The row at slip 0.1 looks wrong. The crystal has gone a fifth of the way to the top of its energy barrier, yet it has paid only 82 of the 1867 mJ/m² that the top costs. The usual smooth sine curve through the same top would ask 178 there, more than twice as much. The row is sound, and its low value fits the way the two halves of the crystal are held together.

Rigid, unrelaxed slip of anatase TiO2 (12-atom cell, a = 3.771 Å, c = 9.546 Å) on the (001) plane, with cell vector a as the slip vector and one fault per cell; energies are relative to the undisturbed crystal. Ansatz 0.2.0, PBEsol, plane-wave PAW, scalar-relativistic, no spin polarisation, cutoff 420 eV, k mesh 7×7×3, Gaussian smearing of 0.05 eV.

```csv
slip (fraction of the slip vector),fault energy (mJ/m²),shear traction (GPa (slope of the fault energy along the slip)),gap on mesh (eV)
0,0,0.00,2.104
0.1,82,4.82,2.090
0.2,406,12.58,2.019
0.3,995,17.51,1.954
0.4,1604,13.04,1.935
0.5,1867,0.00,1.908
```

The undisturbed crystal has space group I4_1/amd; the slid cells have lower symmetry. The slip $x$ is the distance moved as a fraction of one full step, $b=3.77$ Å, after which the lattice fits again. The fault energy $\gamma$ is the cost per area of the misfit, computed with the PBEsol density functional. The shear traction is the slope of $\gamma$ along the slip, that is, the stress with which the fault resists being driven further. It comes from the same energy curve, so the two columns are one piece of evidence and not two.

**What holds the plane together**

In anatase each titanium atom has six oxygen neighbours, and the cut passes between two layers of oxygen. It crosses two Ti–O bonds per cell, and both stand upright on the plane. When the upper half slides, the foot of such a bond stays behind while its head moves sideways. For an upright bond of length $h$ and a sideways shift $s$, Pythagoras gives the new length

$$d=\sqrt{h^2+s^2}\approx h+\frac{s^2}{2h}.$$

At slip 0.1 the shift is 0.377 Å and $h$ is 1.98 Å. The stretch is therefore about $0.377^2/(2\times1.98)=0.036$ Å, which a Ti–O bond hardly notices. At half slip the shift is five times larger, but the stretch has grown about twentyfold, to 0.75 Å. The bond first turns and only later becomes seriously longer.

This is the reason I give for the cheap first step. The distances follow from the structure and are certain; that they govern the energy is an argument, not something the runs isolate.

Oxygen atoms also meet across the cut. The pairs that face each other at the start move apart, from 2.46 to 3.10 Å. Meanwhile oxygen atoms one layer further back come in, from 3.04 to 2.39 Å, and at half slip they stand directly over oxygen on the other side. The printed column "nearest O-O" follows only the first kind of pair, which is no longer the nearest from slip 0.3 on. Close contacts are thus exchanged rather than piled up, but the new ones end slightly tighter. I expect the drawn-out bonds to set the cost early on, with repulsion between oxygen atoms added near the top; the runs do not show how large each share is. The computed stress at right angles to the cut, an average over the whole cell, fits this picture: from slip 0.1 to 0.3 it draws the cell together, but at half slip it pushes the cell apart.

**How fast the cost grows**

Doubling the slip from 0.1 to 0.2 multiplies the energy by 5.0. A sine curve would give 3.6, because it starts as a square law and begins to bend over at once. The fault does the opposite: it stiffens before it gives way. That is how a bond behaves when it is being turned into the direction of the pull.

Stretching is not the whole cost, however. If the upright bonds were springs at their rest length and nothing else resisted, the energy would go as the square of the stretch, hence nearly as the fourth power of the slip. Doubling the slip would then multiply it by about 15. The computed factor lies much nearer to a square law, so something also resists the mere turning of the bonds. Titanium and oxygen prefer certain bond angles, and the more distant ions pull and push as well; the total energy does not separate these shares.

**Why the top is where it is**

As the old oxygen partner of a titanium atom moves away, the next one along the slip direction comes closer. At half slip both are 2.74 Å from the titanium, too far for a normal bond. The titanium atoms at the cut are left with five close neighbours and two remote ones. This is the most expensive arrangement on the path, at 0.83 eV for each bond cut. That figure is a share of the total cost, not the strength of a Ti–O bond.

The zero traction in the last row is therefore no sign of rest. The two remote oxygen atoms pull equally in opposite directions along the slip, and symmetry makes the slope vanish exactly. In this rigid slide the crystal is balanced on a ridge: a small push forwards or back along the slip sends it down to a perfect lattice. The zero in the first row, by contrast, belongs to the bottom of the valley.

**Why the resistance peaks late**

The standard simple model is Frenkel's. It takes the energy of the slide to be a single wave,

$$\gamma(x)=\gamma_{1/2}\,\sin^2(\pi x),$$

with $\gamma_{1/2}$ the energy at half slip. Its slope is greatest at a quarter of the step, where it amounts to $\pi\gamma_{1/2}/b$. With 1.867 J/m² and $3.77\times10^{-10}$ m this gives 15.6 GPa. The table has a larger value, 17.5 GPa, and has it later, at slip 0.3.

Both deviations go with the cheap start. The area under the traction curve from zero to half slip is the barrier itself, whatever the shape of the curve. If little of the climb is done early, the rest must be done over a shorter distance, and the slope there has to be steeper on average. Here the greatest resistance comes later and is also higher than in Frenkel's wave.

How strong this skew is can be put into one number. I kept the half-slip energy fixed, added a second wave of half the period, $\sin^2(2\pi x)$, and fitted its height to the four rows between the ends. It comes out negative, at 14 % of the barrier, and brings the curve to within about 7 mJ/m² of each of those rows. The added wave widens the valley and sharpens the ridge, and it puts the greatest traction at a slip of about 0.31. It describes the shape well but does not identify the cause, since quite different mechanisms with a soft start could give a term of this sign.

A rule built on the bonds alone does less well. If the energy is taken as proportional to the stretch of the old bond, and again fixed at half slip, it comes close at slip 0.1 but falls short by 344 mJ/m² at slip 0.4. The rule knows only the old partner. At half slip, where it is calibrated, the new oxygen probably already lowers the energy, so the price it sets for each ångström of stretch is too low for the middle of the path. The true curve climbs faster and then rounds off, presumably as the second partner takes its share.

The printed analysis below gives the distances, both simple curves and the fit row by row.

**What the electrons do**

The gap between filled and empty states narrows by about 0.2 eV along the path, but it stays open in every row. This fits the kind of bond that is being drawn out. In TiO₂ the bonding electrons sit mostly on oxygen, and when the partners separate they stay there, so no half-filled states are left behind to close the gap. PBEsol gaps are too small in general, and the sampled mesh can miss the band edges, so the open gap is a firmer reading than its exact width.

**Using the numbers**

The slide is rigid: the atoms were not allowed to settle after the shift. At half slip some of them feel forces of more than 1 eV/Å, which is a strong pull towards better positions. Letting them move would lower the barrier, so within this method 1867 mJ/m² is an upper bound for this path and this spacing of faults. Nor is 17.5 GPa a strength to design with. It belongs to a flawless plane that slips everywhere at once, whereas real pieces give way at far lower stress, through cracks and other defects. The values also hold for this slip direction only: on the same cut, a slide at right angles to it would drive the facing oxygen atoms straight onto each other. Finally, the PAW datasets were made for the functional PBE and not for PBEsol, and the effect of that mismatch was not tested.

The practical rule concerns extrapolation. Suppose only the first step had been computed, and Frenkel's wave were used to forecast the barrier from it:

$$\gamma_{1/2}\approx\frac{82}{\sin^2(0.1\,\pi)}=\frac{82}{0.0955}\approx 859\ \text{mJ/m}^2.$$

The computed barrier is 2.2 times as high. The same forecast from any of the other rows between the ends is also too low, though less so the nearer the row lies to the top. On this path the ease of the first small slip is a poor guide to the barrier, and the half-slip point has to be computed directly.

The analysis program printed:

```
Distances across the cut in Å:
  row  old Ti-O  next Ti-O  nearest O-O  stretch of old Ti-O
  0.0     1.982       4.26        2.458                    0
  0.1     2.017       3.93        2.487              0.03555
  0.2      2.12      3.609        2.571               0.1386
  0.3     2.282      3.301        2.706               0.3001
  0.4      2.49      3.008        2.884               0.5087
  0.5     2.735      2.735        3.098               0.7535
Energies in mJ/m²:
  row  computed  Frenkel  Frenkel less computed  stretch rule  stretch rule less computed
  0.0         0        0                      0             0                           0
  0.1        82    178.3                  96.28         88.09                       6.087
  0.2       406      645                    239         343.5                      -62.51
  0.3       995     1222                    227         743.6                      -251.4
  0.4      1604     1689                  84.72          1260                      -343.7
  0.5      1867     1867                      0          1867                  -2.274e-13
Energy at slip 0.2 over energy at 0.1, computed: 4.951
The same ratio for Frenkel's curve: 3.618
The same ratio for springs at rest length: 15.21
Barrier forecast by Frenkel from slip 0.1 alone, mJ/m²: 858.7
Computed barrier over that forecast: 2.174
Half-slip energy per cut Ti-O bond, eV: 0.8284
Peak traction of Frenkel's curve from the barrier, GPa: 15.56
fit of fault_energy - frenkel on 4 rows ((slip > 0.05) & (slip < 0.45)): coefficient of w2 -258.2 +/- 5.1; rms 5.99, worst 0.1 7.09, leave-one-out rms 8.82
  rows outside the fit (model, value, miss): 0.0 0, 0, 0; 0.5 -3.872e-30, 0, -3.87e-30
Second harmonic over barrier: -0.1383
Slip at peak traction with second harmonic: 0.3133
Peak traction with second harmonic, GPa: 17.41
Fall of the mesh gap from slip 0 to 0.5, eV: 0.196
```
